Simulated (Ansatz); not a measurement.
**GaN: response to strain**

GaN is deformed so: equal xx and yy strain of +3 %. What stress and forces result, by LAPW, PAW and all-electron datasets made for the crystal?

Program: Ansatz 0.2.0. Level of theory: DFT PBEsol, scalar-relativistic. These are calculated values, not measurements.

## (1) Starting point

Symmetry: Fm-3m, No. 225, cubic system. The conventional cell has a = 3.985 Å, b = 3.985 Å, c = 3.985 Å, α = 90.00°, β = 90.00°, γ = 90.00°. Ga (site symmetry m-3m) has 6 N at 1.99 Å as nearest neighbours. Around N (site symmetry m-3m) lie 6 Ga at 1.99 Å.

As a file:

```cif
data_structure
_symmetry_space_group_name_H-M 'Fm-3m'
_symmetry_Int_Tables_number 225
_cell_length_a 3.9850
_cell_length_b 3.9850
_cell_length_c 3.9850
_cell_angle_alpha 90.000
_cell_angle_beta 90.000
_cell_angle_gamma 90.000
_cell_volume 63.28
loop_
_atom_site_label
_atom_site_type_symbol
_atom_site_symmetry_multiplicity
_atom_site_Wyckoff_symbol
_atom_site_fract_x
_atom_site_fract_y
_atom_site_fract_z
_atom_site_occupancy
Ga1 Ga 4 b 0.50000 0.00000 0.00000 1
N1 N 4 a 0.00000 0.00000 0.00000 1
```

The file gives the conventional cell by its symmetry; the runs use the cell typed in the input.

Atoms are numbered in the order of the input: Ga1, N2.

## (2) The deformed structure

Space group Fm-3m before, I4/mmm after.

## (3) All-electron LAPW

The input, input.yaml:

```yaml
crystal:
  lattice:
    - [0.0, 2.052275, 1.9925]
    - [2.052275, 0.0, 1.9925]
    - [2.052275, 2.052275, 0.0]
  atoms:
    - { symbol: Ga, position: [0.5, 0.5, 0.5] }
    - { symbol: "N", position: [0.0, 0.0, 0.0] }
kpoints:
  mp_grid: { grid: [13, 13, 13] }
  band_path:
    path:
      - [0.0, 0.0, 0.0]
      - [0.0, 0.5, 0.5]
      - [0.25, 0.75, 0.5]
      - [0.0, 0.5, 0.0]
      - [0.0, 0.0, 0.0]
      - [0.5, 0.5, 0.0]
      - [0.3826125, 0.6173875, 0.0]
      - [-0.3826125, 0.3826125, 0.0]
      - [0.0, 0.0, 0.0]
    npoints: 5
scf:
  occupations: { method: fermi_dirac, width: 0.02 }
hamiltonian:
  xc: pbesol
  pseudopotentials: { kind: all_electron, lapw: { basis_error: 0.001 } }
output:
  forces: true
  stress: true
  eigenvalues: true
```

Command:

```
$ ansatz run input.yaml --threads 1 --pin off --max-ram 3072MiB --backend cpu --events-out ev --progress --plain --runs-dir out
```

Log (excerpt; [...] marks lines left out):

```text
LAPW: plane waves up to 10.286 Å⁻¹, error target 1.0e-3 eV per atom; small_component_spin mean_spin; N in spheres of 0.877 Å, 7 of its electrons in bands, Dirac shells []; Ga in spheres of 1.115 Å, 21 of its electrons in bands, Dirac shells []
[...]
Pseudopotentials: kind: all_electron
Pseudopotential: Ga, LAPW, valence charge 21, Koelling and Harmon's equation, gaussian nucleus
Pseudopotential: N, LAPW, valence charge 7, Koelling and Harmon's equation, gaussian nucleus
Functional definition: PBEsol
[...]
Crystal: 2 atoms, lattice volume = 16.784 Å³
Basis set: ecut = 403.09148771647097 eV, 323 PW (Γ), exchange–correlation at level 2
Bands: 18, of which v1, the nominal top of the filled ones, is band 14 counted from 1 (13 counted from 0)
Symmetry: 16 space group operations
Space group: I4/mmm (ITA 139), of the structure as read, at distance tolerance 2.6e-5 Å
k-points: 196 of 2197
[...]
SCF iter   1: F=—  HF=-54346.636518 eV  |F-HF|=—  |Δ(HF+E_count)|=         —  Δρ=1.50e-1  dr2=4.04e0  ethr=1.44e-2  ⟨swp⟩=2.0  Hψ=22809  notcnv=0
[...]
the basis was enlarged: its passes take 105.9 KiB over the memory plan, 1 of 1 planned eigensolver slots
[...]
SCF iter   7: F=-54344.768386 eV  HF=-54344.768386 eV  |F-HF|=8.08e-9  |Δ(HF+E_count)|=   1.22e-6  Δρ=1.41e-5  dr2=1.62e-8  ethr=5.27e-9  ⟨swp⟩=2.0  Hψ=9800  notcnv=0
[...]
NSCF: frozen V_eff on 41 k-points
SCF converged after 7 iterations
Free energy (F): -54344.768386 eV
[...]
E sigma→0 (E₀):  -54344.768386 eV
Fermi energy:    18.290387 eV
[...]
--- Forces (eV/Å), atoms counted from 1 ---
  atom   1  Ga     0.00000000    -0.00000000    -0.00000000
  atom   2  N     -0.00000000     0.00000000     0.00000000
[...]
--- Stress (GPa, compression-positive) ---
       30.529578      -0.000000       0.000000
       -0.000000      30.529578       0.000000
        0.000000       0.000000      41.864832
  P = ⅓ Tr σ = 34.3080 GPa (343.080 kbar)
--- Band table (eV; the first three rows and the last of 196) ---
  k-point 0: bands = ["-355.8347", "-124.6914", "-75.6209", "-75.6209", "-75.5928", "-0.9096", "3.5832", "3.5832", "3.6133", "3.7019", "3.7462", "16.8015", "17.0878", "17.0878", "21.3323", "32.7558", "32.7558", "32.9897"]
[...]
```

It took 14 s on 1 thread of Intel Xeon 6975P-C (Granite Rapids), shared host; peak memory 0.58 GiB.

Read from it: pressure 34.31 GPa; gap 1.05 eV.

## (4) PAW with frozen cores

The input, input.yaml:

```yaml
crystal:
  lattice:
    - [0.0, 2.052275, 1.9925]
    - [2.052275, 0.0, 1.9925]
    - [2.052275, 2.052275, 0.0]
  atoms:
    - { symbol: Ga, position: [0.5, 0.5, 0.5] }
    - { symbol: "N", position: [0.0, 0.0, 0.0] }
kpoints:
  mp_grid: { grid: [13, 13, 13] }
scf:
  occupations: { method: fermi_dirac, width: 0.02 }
hamiltonian:
  xc: pbesol
  pseudopotentials: { kind: paw }
output:
  forces: true
  stress: true
  eigenvalues: true
  efg: { contact_densities: true }
  write_density: true
  write_potential: true
  elf: true
  volumetric_format: npy
```

Command:

```
$ ansatz run input.yaml --threads 1 --pin off --max-ram 3072MiB --backend cpu --events-out ev --progress --plain --runs-dir out
```

Log:

```text
Engine: ansatz 0.2.0
Pseudopotentials: kind: paw
Pseudopotential: Ga, paw, valence charge 13, recommended cutoff 420 eV (normal)
Pseudopotential: N, paw, valence charge 5, recommended cutoff 420 eV (normal)
[... 1 set-up line as earlier in the session ...]
  exchange = pbesol_x
  correlation = pbesol_c
Crystal: 2 atoms, lattice volume = 16.784 Å³
Basis set: ecut = 420 eV, 331 PW (Γ), exchange–correlation on 40×40×40 points (8 copies of the dense FFT grid, shifted against one another)
Bands: 13, of which v1, the nominal top of the filled ones, is band 9 counted from 1 (8 counted from 0)
[... 2 set-up lines as earlier in the session ...]
k-points: 196 of 2197
Non-local potential: Ga, projectors of the file, l = 0: 2, l = 1: 2, l = 2: 3, l = 3: 1
Non-local potential: N, projectors of the file, l = 0: 2, l = 1: 2, l = 2: 1
PAW form: soft (Blöchl's): semilocal exchange-correlation on the pseudo side does not see the compensation charge
PAW frozen core: Ga, regenerated for the run's functional, and the local potential with it (the file was generated under x = pbe(κ = 0.804, μ = 0.2195149727645171), c = pbe(β = 0.06672455060314922))
PAW frozen core: N, regenerated for the run's functional, and the local potential with it (the file was generated under x = pbe(κ = 0.804, μ = 0.2195149727645171), c = pbe(β = 0.06672455060314922))
PAW one-centre angular grid: Ga, 590 points (default); XC on 64 Gauss nodes
PAW one-centre angular grid: N, 110 points (default); XC on 64 Gauss nodes
Initial density: superposition of atomic densities (neutral atoms: chi_scale 0, normalization atom), corrected by the library's trained network
Initial wavefunctions: pseudopotential atomic-orbital guess
Functional: x = pbesol(κ = 0.804, μ = 0.12345679012345678), c = pbesol(β = 0.046)
SCF iter   1: F=—  HF=-4121.801183 eV  |F-HF|=—  |Δ(HF+E_count)|=         —  Δρ=1.55e-2  dr2=3.48e-2  ethr=1.77e-3  ⟨swp⟩=4.6  Hψ=13162  notcnv=0
preconditioner: auto → none  [insulator: Δε(μ)=1.003 eV  Ē_g=20.348 eV  σ=0.020 eV  W_gap=1.00  n_scr=8 (ndim 8)  ℏωp=38.5 eV  f_vac=0.000  D(μ)=0.00/eV (n_scr^D=0)  ε∞_Penn≈4.6]
SCF iter   2: F=—  HF=-4121.791277 eV  |F-HF|=—  |Δ(HF+E_count)|=   9.91e-3  Δρ=5.40e-3  dr2=4.93e-3  ethr=1.93e-4  ⟨swp⟩=2.1  Hψ=4942  notcnv=0
SCF iter   3: F=—  HF=-4121.789922 eV  |F-HF|=—  |Δ(HF+E_count)|=   1.35e-3  Δρ=1.45e-3  dr2=1.43e-4  ethr=2.74e-5  ⟨swp⟩=2.8  Hψ=4822  notcnv=0
SCF iter   4: F=—  HF=-4121.789792 eV  |F-HF|=—  |Δ(HF+E_count)|=   1.30e-4  Δρ=4.44e-4  dr2=1.08e-5  ethr=7.95e-7  ⟨swp⟩=2.1  Hψ=4525  notcnv=0
SCF iter   5: F=—  HF=-4121.789792 eV  |F-HF|=—  |Δ(HF+E_count)|=   2.05e-7  Δρ=1.61e-5  dr2=2.30e-8  ethr=6.01e-8  ⟨swp⟩=1.7  Hψ=3511  notcnv=0
SCF iter   6: F=-4121.789792 eV  HF=-4121.789792 eV  |F-HF|=2.35e-10  |Δ(HF+E_count)|=   1.02e-8  Δρ=4.11e-6  dr2=1.14e-9  ethr=1.28e-10  ⟨swp⟩=8.2  Hψ=15859  notcnv=0
SCF 1 converged in 6 iterations: F = -4121.789792 eV  dr2 = 1.14e-9
SCF converged after 6 iterations
Free energy (F): -4121.789792 eV
Harris-Foulkes:  -4121.789792 eV  (|F-HF|=2.35e-10)
Internal energy: -4121.789792 eV  (E = F + TS)
E sigma→0 (E₀):  -4121.789792 eV
Fermi energy:    15.887159 eV
--- Per-component energies (eV) ---
  E_band       = 81.260082
  E_kinetic    = 253.683352
  E_local      = -1568.116139  (includes V_loc(G=0)·N_el)
  E_nonlocal   = 479.184282
  E_hartree    = 748.304695
  E_xc         = -129.692303
  E_vxc        = -136.670284  (∫ρ·V_xc dr)
  E_paw        = -2079.816632  (= ΣΔE_a)
  E_vpaw       = -443.431660  (= ΣTr[D̂ρ^β])
  E_aug_tail   = -0.000019  (compensation charges beyond the density's cutoff)
  E_ewald      = -1826.228106
  E_core_change = 0.891077  (= ΣΔE_core)
  E_smearing   = -0.000000  (= −TS)
  E_closure    = -0.000000  (closes the sum)
  Σ components = -4121.789792   (vs F -4121.789792, Δ=0.00e0)
--- Forces (eV/Å), atoms counted from 1 ---
  atom   1  Ga     0.00000000    -0.00000000    -0.00000000
  atom   2  N      0.00000000     0.00000000     0.00000000
  max |Σ_I F_I| component: 4.50e-29 eV/Å
--- Stress (GPa, compression-positive) ---
       30.388587       0.000000      -0.000000
        0.000000      30.388587      -0.000000
       -0.000000      -0.000000      41.741208
  P = ⅓ Tr σ = 34.1728 GPa (341.728 kbar)
--- PAW observables at the nuclei: V_zz in 10²¹ V/m², potentials from the cell's mean, atoms counted from 1 ---
  atom   1  Ga V_zz =    -2.900102   η = 0.0000   by run symmetry: allowed
            electrostatic potential = -4140.204409 V   contact ρ = 187020.278728 e/Å³
  atom   2  N  V_zz =    +0.153589   η = 0.0000   by run symmetry: allowed
            electrostatic potential = -524.114818 V   contact ρ = 1404.145613 e/Å³
--- Band table (eV; the first three rows and the last of 196) ---
  k-point 0: bands = ["-3.3135", "1.1933", "1.1933", "1.2221", "1.3110", "1.3573", "14.3945", "14.6806", "14.6806", "18.9076", "30.3628", "30.3628", "30.5953"]
  k-point 1: bands = ["-3.1829", "1.1898", "1.2017", "1.2263", "1.3005", "1.3418", "13.8615", "14.5526", "14.6922", "19.4456", "28.5790", "30.0242", "30.3783"]
  k-point 2: bands = ["-2.7977", "1.1699", "1.1924", "1.2226", "1.3046", "1.3241", "12.3824", "14.6247", "14.7281", "20.4194", "26.7612", "28.7853", "29.4900"]
  k-point 195: bands = ["-1.0721", "0.9470", "1.4584", "1.5742", "1.5941", "4.7513", "7.2716", "11.0971", "11.6813", "16.7697", "23.0245", "28.4445", "30.7821"]
```

It took 2.6 s on 1 thread of Intel Xeon 6975P-C (Granite Rapids), shared host; peak memory 0.45 GiB.

In short: pressure 34.17 GPa; gap on the k mesh 1.17 eV (an odd mesh misses the zone boundary); Vzz Ga1 -2.90 (η = 0.00), N2 0.15 (η = 0.00) (10²¹ V/m²).

The fields are shown in the conventional cell of this run's space group, carried over from its grid by interpolation.

Density in a lattice plane of the grid's cell (edges 2.90 and 3.98 Å, at 0.000 of the third edge), which holds Ga and N.

Ten even steps from '0' (0.11 e/Å³) to '9' (43.44 e/Å³):
```
000000000000000000
000000000000000000
000000000000000000
000000000000000000
000000000000000000
000000000000000000
000000000000000000
210000000000000001
752000000000000025
984100000000000148
752000000000000025
210000000000000001
000000000000000000
000000000000000000
000000000000000000
000000000000000000
000000000000000000
000000000000000000
000000000000000000
000000000000000000
```
Columns run along the first of these edges and rows up along the second, over one cell in 18 and 20 even steps from the bottom left corner. Atoms in the plane (fractional): Ga at (0.00, 0.50), N at (0.00, 0.00).

ELF in the same plane.

Ten even steps from '0' (0.01) to '9' (0.82):
```
237998642124689973
789998531113589998
999986421012468999
988754210001245788
444332100000123344
222221100000112222
111221111011112211
000122111111122100
000012111111121000
300012211111221000
000012111111121000
000122111111122100
111221111011112211
222221100000112222
444332100000123344
988754210001245788
999986421012468999
789998531113589998
237998642124689973
015898742124789851
```
Columns run along the first of these edges and rows up along the second, over one cell in 18 and 20 even steps from the bottom left corner. Atoms in the plane (fractional): Ga at (0.00, 0.50), N at (0.00, 0.00).

Both are smooth fields of the valence electrons: close to the nuclei they are not physical.

Outside the cores ELF peaks at 0.82 in the shell around N, 0.6 Å from N.

## (5) Datasets made for this crystal

input.yaml, as its differences from that of step 4:

```diff
@@ -14,3 +14,3 @@
   xc: pbesol
-  pseudopotentials: { kind: paw }
+  pseudopotentials: { kind: all_electron, datasets: crystal }
 output:
@@ -20,5 +20 @@
   efg: { contact_densities: true }
-  write_density: true
-  write_potential: true
-  elf: true
-  volumetric_format: npy
```

Command:

```
$ ansatz run input.yaml --threads 1 --pin off --max-ram 3072MiB --backend cpu --events-out ev --progress --plain --runs-dir out
```

Log (excerpt; [...] marks lines left out):

```text
[...]
[... 1 set-up line as earlier in the session ...]
Pseudopotential: Ga, paw, valence charge 21, recommended cutoff 460 eV (normal), Koelling and Harmon's equation, gaussian nucleus
Pseudopotential: N, paw, valence charge 5, recommended cutoff 460 eV (normal), Koelling and Harmon's equation, gaussian nucleus
[... 1 set-up line as earlier in the session ...]
[...]
Crystal: 2 atoms, lattice volume = 16.784 Å³
Basis set: ecut = 460 eV, 363 PW (Γ), exchange–correlation on 48×48×48 points (8 copies of the dense FFT grid, shifted against one another)
Bands: 13, of which v1, the nominal top of the filled ones, is band 9 counted from 1 (8 counted from 0)
[... 2 set-up lines as earlier in the session ...]
k-points: 196 of 2197
[...]
  atom   1  Ga     0.00000000    -0.00000000    -0.00000000
  atom   2  N     -0.00000000     0.00000000     0.00000000
[...]
--- Stress (GPa, compression-positive) ---
       30.527030      -0.000000       0.000000
       -0.000000      30.527030       0.000000
        0.000000       0.000000      41.859976
  P = ⅓ Tr σ = 34.3047 GPa (343.047 kbar)
  It holds what live shells' own plane waves past their cutoff add
--- PAW observables at the nuclei: V_zz in 10²¹ V/m², potentials from the cell's mean, atoms counted from 1 ---
  atom   1  Ga V_zz =    -2.893328   η = 0.0000   by run symmetry: allowed
            electrostatic potential = -4138.336272 V   contact ρ = 187088.190224 e/Å³
  atom   2  N  V_zz =    +0.140805   η = 0.0000   by run symmetry: allowed
            electrostatic potential = -523.318818 V   contact ρ = 1404.384127 e/Å³
--- Band table (eV; the first three rows and the last of 196) ---
  k-point 0: bands = ["-0.9096", "3.5831", "3.5831", "3.6137", "3.7021", "3.7458", "16.8014", "17.0878", "17.0878", "21.3324", "32.7559"]
[...]
```

Wall time 11 s (1 thread of Intel Xeon 6975P-C (Granite Rapids), shared host); peak memory 0.7 GiB.

In short: pressure 34.30 GPa; gap on the k mesh 1.17 eV (an odd mesh misses the zone boundary); Vzz Ga1 -2.89 (η = 0.00), N2 0.14 (η = 0.00) (10²¹ V/m²).

## (6) Side by side

Stress (GPa, compression positive):

```
          method     xx     yy     zz    yz    xz    xy
            LAPW  30.53  30.53  41.86  0.00  0.00  0.00
             PAW  30.39  30.39  41.74  0.00  0.00  0.00
crystal datasets  30.53  30.53  41.86  0.00  0.00  0.00
```

| method | pressure (GPa) | gap on the k mesh (eV) | Vzz Ga1 (10²¹ V/m²) | Vzz N2 (10²¹ V/m²) | SCF cycles, all passes |
| --- | --- | --- | --- | --- | --- |
| LAPW | 34.31 | 1.17 | – | – | 7 |
| PAW | 34.17 | 1.17 | -2.90 | 0.15 | 6 |
| crystal datasets | 34.30 | 1.17 | -2.89 | 0.14 | 8 |

## (7) Summary of results

```
                                 quantity                                              value
                                 pressure  LAPW 34.31, PAW 34.17, crystal datasets 34.30 GPa
largest shear or deviatoric stress (LAPW)                                           7.56 GPa
```

What this shows: The largest part of the stress beyond the pressure is 7.56 GPa in size, in the zz component; the atoms are carried along and not relaxed. No run of the undeformed cell stands beside it, so the pressure holds what the given cell had before the change. PAW: stress within 0.14 GPa of LAPW. Crystal datasets: stress within 0.01 GPa of LAPW.
